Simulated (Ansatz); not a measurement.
# The 2H-MoS2 bilayer (2H stacking) between two gates

Aim: screening and gap of the neutral 2H-MoS2 bilayer (2H stacking) between oppositely charged gates.

Method: plane-wave DFT, PBE-D3(BJ), Ansatz PAW, in Ansatz 0.2.0.

Report form: the programs' logs are mostly left out.

### 1. Set-up

The cell holds 6 atoms: 4 S and 2 Mo. Cell: a = 3.180 Å, b = 3.180 Å, c = 50.025 Å, α = 90.0°, β = 90.0°, γ = 120.0°. Regions: layer 1: 2H-MoS2, 3 atoms (2 S and 1 Mo); layer 2: 2H-MoS2, 3 atoms (2 S and 1 Mo). Vacuum lies along c.

### 2. Relaxing the slab

The starting cell is a guess, so the in-plane lattice and the atoms are relaxed first, with the slab cut off from its images along the normal.

Contents of input.yaml:

```yaml
crystal:
  lattice:
    - [3.18, 0.0, 0.0]
    - [-1.59, 2.753960784, 0.0]
    - [0.0, 0.0, 50.0251954735]
  atoms:
    - { symbol: S, position: [0.3333333333, 0.6666666667, 0.4047960195] }
    - { symbol: Mo, position: [0.0, 0.0, 0.4374055646] }
    - { symbol: S, position: [0.3333333333, 0.6666666667, 0.4700151097] }
    - { symbol: S, position: [0.0, 0.0, 0.5299848903] }
    - { symbol: Mo, position: [0.3333333333, 0.6666666667, 0.5625944354] }
    - { symbol: S, position: [0.0, 0.0, 0.5952039805] }
  periodic: [true, true, false]
kpoints:
  mp_grid: { grid: [12, 12, 1] }
hamiltonian:
  xc: pbe
  dispersion: d3bj
scf:
  occupations: { method: fermi_dirac, width: 0.05 }
  convergence: { dr2_threshold: 1.0e-09 }
relax:
  f_tol: 0.004
  max_steps: 90
  cell: {}
output:
  write_potential: true
  write_density: true
  volumetric_format: npy
```

Launch:

```
ansatz run input.yaml --threads 4 --pin off --max-ram 6144MiB --backend cpu --events-out ev --progress --plain --runs-dir out
```

Wall time 31 s (4 threads of Intel Xeon 6975P-C (Granite Rapids), shared host); peak memory 1 GiB; 2 min of CPU time.

Relaxation path:

| step | energy less that of the first step (eV) | largest force component (eV/Å) | volume (Å³) |
| --- | --- | --- | --- |
| 1 | 0.0000 | 1.2534 | 438.10 |
| 2 | -0.1373 | 0.8118 | 436.78 |
| 3 | -0.1907 | 0.2168 | 429.07 |
| 4 | -0.2086 | 0.0300 | 430.21 |
| 5 | -0.2099 | 0.0058 | 430.29 |
| 6 | -0.2099 | 0.0006 | 430.36 |
| 7* | -0.2097 | 0.0006 | 430.36 |

Relaxation steps marked * repeat the geometry before them on a plane-wave basis chosen anew for their cell, so energy and pressure can jump there.

Forces are held to the 12 operations that the run works with; a distortion that breaks them can't arise in this run.

| cell as run | before | after | change |
| --- | --- | --- | --- |
| a (Å) | 3.180 | 3.152 | -0.9 % |
| b (Å) | 3.180 | 3.152 | -0.9 % |

The atoms that moved most (Å, along periodic axes as changes of fractional coordinates times the final cell, across vacuum about the mean position):

| atom | dx | dy | dz | length |
| --- | --- | --- | --- | --- |
| S1 | 0.000 | 0.000 | 0.165 | 0.165 |
| S6 | 0.000 | 0.000 | -0.165 | 0.165 |
| Mo5 | 0.000 | 0.000 | -0.101 | 0.101 |
| Mo2 | 0.000 | 0.000 | 0.101 | 0.101 |
| S4 | 0.000 | 0.000 | -0.036 | 0.036 |
| S3 | 0.000 | 0.000 | 0.036 | 0.036 |

The relaxed structure:

```xyz
6
Lattice="3.1518 0.0000 0.0000 -1.5759 2.7295 0.0000 0.0000 0.0000 50.0252" Properties=species:S:1:pos:R:3
S     0.0000    1.8197   20.4152
Mo    0.0000    0.0000   21.9828
S     0.0000    1.8197   23.5488
S     0.0000    0.0000   26.4764
Mo    0.0000    1.8197   28.0424
S     0.0000    0.0000   29.6100
```

The lattice constant a goes from 3.180 to 3.152 Å.

### 3. Gated layer, displacement field 0

The slab is cut off from its images along the normal. Two sheets of opposite charge stand for the gates, so the stack stays neutral in a displacement field; barriers ahead of the sheets keep electrons from leaking to them. The uncharged case sets the zero.

The cell differs from the one that the last finished run ended in (c 50.025 → 48.695 Å).

Contents of input.yaml:

```yaml
crystal:
  lattice:
    - [3.151774903, 0.0, 0.0]
    - [-1.5758874515, 2.729517133, 0.0]
    - [0.0, 0.0, 48.6948093047]
  atoms:
    - { symbol: S, position: [0.3333333333, 0.6666666667, 0.4055873774] }
    - { symbol: Mo, position: [0.0, 0.0, 0.4377791605] }
    - { symbol: S, position: [0.3333333333, 0.6666666667, 0.4699395996] }
    - { symbol: S, position: [0.0, 0.0, 0.5300604004] }
    - { symbol: Mo, position: [0.3333333333, 0.6666666667, 0.5622208395] }
    - { symbol: S, position: [0.0, 0.0, 0.5944126226] }
  periodic: [true, true, false]
  symmetry: { detect: true }
kpoints:
  mp_grid: { grid: [30, 30, 1] }
  band_path:
    path: [[0, 0, 0], [0.5, 0, 0], [0.33333333, 0.33333333, 0], [0, 0, 0]]
    npoints: 16
hamiltonian:
  xc: pbe
  dispersion: d3bj
scf:
  occupations: { method: fermi_dirac, width: 0.05 }
  convergence: { dr2_threshold: 1.0e-10 }
output:
  forces: true
  eigenvalues: true
  dos: { projected: true, e_range: [-3, 3], de: 0.01 }
  write_potential: true
  write_density: true
  volumetric_format: npy
  elf: true
external_charges:
  - { charge: 0, barrier: 10, axis: 3, height: 32.445, sigma: 0.25 }
  - { charge: 0, barrier: 10, axis: 3, height: 16.25, sigma: 0.25 }
```

Wall time 38 s (4 threads); peak memory 1.4 GiB.

This step gave:

* gap along the path: 1.211 eV
* smallest direct gap along the path: 1.743 eV
* gap, the smaller of path and mesh: 1.211 eV
* potential beyond the upper barrier and gate, less the barrier, from the Fermi level: 4.840 eV

Running mean over a fixed 2.6 Å (it still follows the layers) of the planar mean; beyond a gate it holds the 10 eV model barrier. The electron's electrostatic potential energy less the Fermi level by z:

z (Å), electron's electrostatic potential energy less the Fermi level (eV) and a bar from the least value:
```
        4       14.8 ##############################
        6       14.8 ##############################
        8       14.8 ##############################
       10       14.8 ##############################
       12       14.8 ##############################
       14       14.8 ##############################
       16       10.8 ##########################
       18        3.4 #################
       20       -8.3 ####
       22      -12.1 
       24       -1.0 ############
       26       -7.8 #####
       28      -12.2 
       30       -0.1 #############
       32        8.1 ######################
       34       14.8 ##############################
       36       14.8 ##############################
       38       14.8 ##############################
       40       14.8 ##############################
       42       14.8 ##############################
       44       14.8 ##############################
```

The density of states has structure finer than the step of the table below, so its rows give means over 0.1 eV, whole bins alone (the curve runs from -3 to 1.6 eV). Peaks (eV: height): -2.89: 8.97, -1.86: 13.3, 1.00: 5.45, 1.32: 13.7, 1.53: 11.3.

The density of states by energy, zero at the Fermi level of the run, which the smearing sets inside the gap; means over each step:

| energy (eV) | density of states (states/eV a cell) |
| --- | --- |
| -2.9 | 8.28 |
| -2.8 | 7.05 |
| -2.7 | 5.29 |
| -2.6 | 5.10 |
| -2.5 | 4.34 |
| -2.4 | 4.67 |
| -2.3 | 4.83 |
| -2.2 | 4.02 |
| -2.1 | 2.95 |
| -2.0 | 3.46 |
| -1.9 | 8.47 |
| -1.8 | 7.03 |
| -1.7 | 5.41 |
| -1.6 | 4.79 |
| -1.5 | 4.33 |
| -1.4 | 3.91 |
| -1.3 | 2.87 |
| -1.2 | 1.59 |
| -1.1 | 0.950 |
| -1.0 | 0.410 |
| -0.9 | 0.307 |
| -0.8 | 0.306 |
| -0.7 | 0.317 |
| -0.6 | 0.283 |
| -0.5 | 0 |
| -0.4 | 0 |
| -0.3 | 0 |
| -0.2 | 0 |
| -0.1 | 0 |
| 0.0 | 0 |
| 0.1 | 0 |
| 0.2 | 0 |
| 0.3 | 0 |
| 0.4 | 0 |
| 0.5 | 0 |
| 0.6 | 0.0284 |
| 0.7 | 1.65 |
| 0.8 | 2.75 |
| 0.9 | 3.65 |
| 1.0 | 4.64 |
| 1.1 | 4.93 |
| 1.2 | 7.87 |
| 1.3 | 12.2 |
| 1.4 | 6.23 |
| 1.5 | 9.13 |

Projected DOS per atom over height of the atomic layer and energy from the Fermi level. Layers: S Mo S S Mo S from below.

Ten even steps from '0' (0.00 states/eV) to '9' (3.39 states/eV), each cell a mean:
```
261162
291192
141141
030030
000000
000000
000000
000000
000000
000000
000000
000000
000000
010010
130031
141141
262262
111111
202202
212212
312213
434434
```
Columns: height of the atomic layer (Å) from 19.8 to 28.9 (not evenly spaced); rows upwards: energy from the Fermi level (eV) from -2.98 to 1.57.

The electronic bands at the labelled points (eV, zero at the Fermi level of the run, which the smearing sets inside the gap):

| point | band 23 | band 24 | band 25 | band 26 | band 27 | band 28 | band 29 | band 30 |
| --- | --- | --- | --- | --- | --- | --- | --- | --- |
| Γ | -2.50 | -2.34 | -1.32 | -0.56 | 1.76 | 1.76 | 1.78 | 1.78 |
| halfway | -2.59 | -2.23 | -1.85 | -1.78 | 0.96 | 1.28 | 1.36 | 1.41 |
| M | -2.04 | -1.91 | -1.75 | -1.69 | 1.28 | 1.31 | 1.72 | 1.88 |
| halfway | -3.13 | -2.86 | -1.42 | -1.31 | 1.14 | 1.21 | 1.98 | 2.10 |
| K | -3.21 | -3.21 | -1.12 | -1.02 | 0.72 | 0.72 | 1.65 | 2.24 |
| halfway | -2.16 | -2.07 | -1.87 | -1.86 | 0.65 | 1.07 | 1.41 | 1.56 |
| Γ | -2.50 | -2.34 | -1.32 | -0.56 | 1.76 | 1.76 | 1.78 | 1.78 |

Valence density in the ca plane at fractional y = 0.667, with atoms of S and Mo within 0.2 Å of it. It is the smooth field of the valence electrons, not physical close to the nuclei.

Values in e/Å³, 5 rows by 16 columns, each cell a mean:
```
0.0 0.0 0.0 0.0 0.0 0.0 0.1 0.2 0.5 0.6 0.2 0.1 0.1 0.5 0.4 0.3
0.0 0.0 0.0 0.0 0.0 0.0 0.1 0.5 0.4 0.5 0.5 0.2 0.1 0.4 0.5 0.6
0.0 0.0 0.0 0.0 0.0 0.0 0.4 0.9 0.6 0.5 0.9 0.6 0.1 0.2 2.3 3.5
0.0 0.0 0.0 0.0 0.0 0.0 0.5 0.8 0.6 0.5 0.8 0.7 0.1 0.2 3.0 4.6
0.0 0.0 0.0 0.0 0.0 0.0 0.2 0.7 0.5 0.4 0.7 0.3 0.1 0.3 0.9 1.3
```
Columns run along c (16.0 Å, from fractional 0.26 to 0.59 of the cell), rows up along a (3.2 Å). Atoms in or near the plane, at fractional coordinates: S at (0.41, 0.33), S at (0.47, 0.33), Mo at (0.56, 0.33).

ELF in the ca plane at fractional y = 0.667, with atoms of S and Mo within 0.2 Å of it. It is the smooth field of the valence electrons, not physical close to the nuclei.

Ten even steps from '0' (0.00) to '9' (0.94), each cell a mean:
```
00000000000000000012331233123321015788753224
00000000000000000012221233112210015788753235
00000000000000012467775222257775102577632222
00000000000000147899888422588899600234335763
00000000000001368997237522673289820012257576
00000000000001368997137522672179820012257566
00000000000000247998788522587799610134336774
00000000000000013578875222368876202566532322
```
Columns run along c (16.0 Å, from fractional 0.26 to 0.59 of the cell), rows up along a (3.2 Å). Atoms in or near the plane, at fractional coordinates: S at (0.41, 0.33), S at (0.47, 0.33), Mo at (0.56, 0.33).

Electrostatic potential energy in the ca plane at fractional y = 0.667, with atoms of S and Mo within 0.2 Å of it. With pseudopotentials it is smooth inside the atoms' cores, unlike the true potential.

Ten even steps from '0' (-51 eV) to '9' (10 eV), each cell a mean:
```
99999999999888888887777544677778887766677777
99999999999888888887777544577778887766677777
99999999999888888877667656676677888777765556
99999999999888888763235777652246788877741013
99999999999888888741213677621215788887620001
99999999999888888741213677621215788887620001
99999999999888888763125677642136788877640003
99999999999888888876666666666667888777765456
```
Columns run along c (16.0 Å, from fractional 0.26 to 0.59 of the cell; values clipped at the 3rd and 97th percentile), rows up along a (3.2 Å). Atoms in or near the plane, at fractional coordinates: S at (0.41, 0.33), S at (0.47, 0.33), Mo at (0.56, 0.33).

The gap, the smaller of path and mesh, is 1.211 eV.

### 4. Gated layer, displacement field 1.81 V/nm

input.yaml, as its differences from that of step 3:

```diff
@@ -28,3 +28,2 @@
   eigenvalues: true
-  dos: { projected: true, e_range: [-3, 3], de: 0.01 }
   write_potential: true
@@ -32,5 +31,6 @@
   volumetric_format: npy
-  elf: true
 external_charges:
   - { charge: 0, barrier: 10, axis: 3, height: 32.445, sigma: 0.25 }
+  - { charge: -0.008603, axis: 3, height: 33.945, sigma: 0.5 }
   - { charge: 0, barrier: 10, axis: 3, height: 16.25, sigma: 0.25 }
+  - { charge: 0.008603, axis: 3, height: 14.75, sigma: 0.5 }
```

Wall time 44 s (4 threads); peak memory 1.4 GiB; 2.8 min of CPU time.

This step gave:

```
gap along the path                                                                  : 1.193 eV
smallest direct gap along the path                                                  : 1.622 eV
gap, the smaller of path and mesh                                                   : 1.193 eV
potential beyond the upper barrier and gate, less the barrier, from the Fermi level : 5.654 eV
```

Electronic bands along the path, in eV, zero at the Fermi level of the run, which the smearing sets inside the gap:

| point | band 23 | band 24 | band 25 | band 26 | band 27 | band 28 | band 29 | band 30 |
| --- | --- | --- | --- | --- | --- | --- | --- | --- |
| Γ | -2.43 | -2.34 | -1.32 | -0.55 | 1.70 | 1.70 | 1.85 | 1.85 |
| halfway | -2.60 | -2.21 | -1.89 | -1.73 | 0.95 | 1.25 | 1.37 | 1.45 |
| M | -2.07 | -1.87 | -1.80 | -1.63 | 1.22 | 1.38 | 1.69 | 1.91 |
| halfway | -3.14 | -2.83 | -1.46 | -1.27 | 1.10 | 1.27 | 1.95 | 2.12 |
| K | -3.26 | -3.14 | -1.16 | -0.97 | 0.65 | 0.81 | 1.65 | 2.26 |
| halfway | -2.20 | -2.02 | -1.94 | -1.78 | 0.64 | 1.09 | 1.39 | 1.55 |
| Γ | -2.43 | -2.34 | -1.32 | -0.55 | 1.70 | 1.70 | 1.85 | 1.85 |

The gap, the smaller of path and mesh, is 1.193 eV.

### 5. Gated layer, displacement field -1.81 V/nm

input.yaml, as its differences from that of step 4:

```diff
@@ -33,4 +33,4 @@
   - { charge: 0, barrier: 10, axis: 3, height: 32.445, sigma: 0.25 }
-  - { charge: -0.008603, axis: 3, height: 33.945, sigma: 0.5 }
+  - { charge: 0.008603, axis: 3, height: 33.945, sigma: 0.5 }
   - { charge: 0, barrier: 10, axis: 3, height: 16.25, sigma: 0.25 }
-  - { charge: 0.008603, axis: 3, height: 14.75, sigma: 0.5 }
+  - { charge: -0.008603, axis: 3, height: 14.75, sigma: 0.5 }
```

The job ended after 42 s (4 threads; peak memory 1.4 GiB).

The gap, the smaller of path and mesh, is 1.193 eV.

### 6. Gated layer, displacement field 3.62 V/nm

input.yaml, as its differences from that of step 5:

```diff
@@ -33,4 +33,4 @@
   - { charge: 0, barrier: 10, axis: 3, height: 32.445, sigma: 0.25 }
-  - { charge: 0.008603, axis: 3, height: 33.945, sigma: 0.5 }
+  - { charge: -0.017206, axis: 3, height: 33.945, sigma: 0.5 }
   - { charge: 0, barrier: 10, axis: 3, height: 16.25, sigma: 0.25 }
-  - { charge: -0.008603, axis: 3, height: 14.75, sigma: 0.5 }
+  - { charge: 0.017206, axis: 3, height: 14.75, sigma: 0.5 }
```

Run time: 43 s. Hardware: 4 threads; peak memory 1.4 GiB.

The gap, the smaller of path and mesh, is 1.104 eV.

### 7. Gated layer, displacement field -3.62 V/nm

input.yaml, as its differences from that of step 6:

```diff
@@ -28,2 +28,3 @@
   eigenvalues: true
+  dos: { projected: true, e_range: [-3, 3], de: 0.01 }
   write_potential: true
@@ -31,6 +32,7 @@
   volumetric_format: npy
+  elf: true
 external_charges:
   - { charge: 0, barrier: 10, axis: 3, height: 32.445, sigma: 0.25 }
-  - { charge: -0.017206, axis: 3, height: 33.945, sigma: 0.5 }
+  - { charge: 0.017206, axis: 3, height: 33.945, sigma: 0.5 }
   - { charge: 0, barrier: 10, axis: 3, height: 16.25, sigma: 0.25 }
-  - { charge: 0.017206, axis: 3, height: 14.75, sigma: 0.5 }
+  - { charge: -0.017206, axis: 3, height: 14.75, sigma: 0.5 }
```

Elapsed: 47 s, on 4 threads; peak memory 1.4 GiB; 3.1 min of CPU time.

The density of states has structure finer than the step of the table below, so its rows give means over 0.1 eV, whole bins alone (the curve runs from -3 to 1.65 eV). Peaks (eV: height): -2.82: 9.40, -1.99: 6.83, -1.69: 8.07, 1.15: 9.27, 1.20: 7.19, 1.39: 14.8, 1.57: 9.81.

Density of states against energy, zero at the Fermi level of the run, which the smearing sets inside the gap; means over each step:

energy (eV), density of states (states/eV a cell) and a bar:
```
     -2.9        5.9 ###############
     -2.8        8.0 #####################
     -2.7        6.5 #################
     -2.6        4.4 ############
     -2.5        5.3 ##############
     -2.4        5.0 #############
     -2.3        5.2 #############
     -2.2        3.8 ##########
     -2.1        3.3 #########
     -2.0        5.5 ##############
     -1.9        5.6 ###############
     -1.8        5.6 ##############
     -1.7        5.9 ###############
     -1.6        4.9 #############
     -1.5        4.3 ###########
     -1.4        3.8 ##########
     -1.3        3.5 #########
     -1.2        1.7 ####
     -1.1        1.2 ###
     -1.0        0.9 ##
     -0.9        0.6 ##
     -0.8        0.3 #
     -0.7        0.3 #
     -0.6        0.3 #
     -0.5        0.1 
     -0.4        0.0 
     -0.3        0.0 
     -0.2        0.0 
     -0.1        0.0 
      0.0        0.0 
      0.1        0.0 
      0.2        0.0 
      0.3        0.0 
      0.4        0.0 
      0.5        0.0 
      0.6        0.5 #
      0.7        2.2 ######
      0.8        2.7 #######
      0.9        4.4 ###########
      1.0        4.2 ###########
      1.1        5.3 ##############
      1.2        6.1 ################
      1.3        7.6 ####################
      1.4       11.5 ##############################
      1.5        7.0 ##################
      1.6        8.1 #####################
```

The gap, the smaller of path and mesh, is 1.104 eV.

### 8. Gated layer, displacement field 5.43 V/nm

input.yaml, as its differences from that of step 7:

```diff
@@ -35,4 +35,4 @@
   - { charge: 0, barrier: 10, axis: 3, height: 32.445, sigma: 0.25 }
-  - { charge: 0.017206, axis: 3, height: 33.945, sigma: 0.5 }
+  - { charge: -0.025808, axis: 3, height: 33.945, sigma: 0.5 }
   - { charge: 0, barrier: 10, axis: 3, height: 16.25, sigma: 0.25 }
-  - { charge: -0.017206, axis: 3, height: 14.75, sigma: 0.5 }
+  - { charge: 0.025808, axis: 3, height: 14.75, sigma: 0.5 }
```

Wall time 52 s (4 threads); peak memory 1.4 GiB; 3.3 min of CPU time.

[end of part 1 of 2]

[Logs are printed without paths, hosts, clocks, repeated set-up lines and the standing remarks that a program may print on its own settings, such as how far it seeks lower states.]

[Hosts, paths, dates, database ids (printed as entryN), source tags and the programs' standing remarks are cut or masked in the printed files.]

[Maps of the electrostatic potential energy from Ansatz leave out the sawtooth potential of an applied field or a dipole correction, so their vacuum need not be flat; planar profiles and work functions include it.]

[The density of states shown here was stored with 400 of the rows of the run's finer table, so its peaks can read low, often by over a quarter, or be missed, and its means over a window can be off by a tenth or more.]
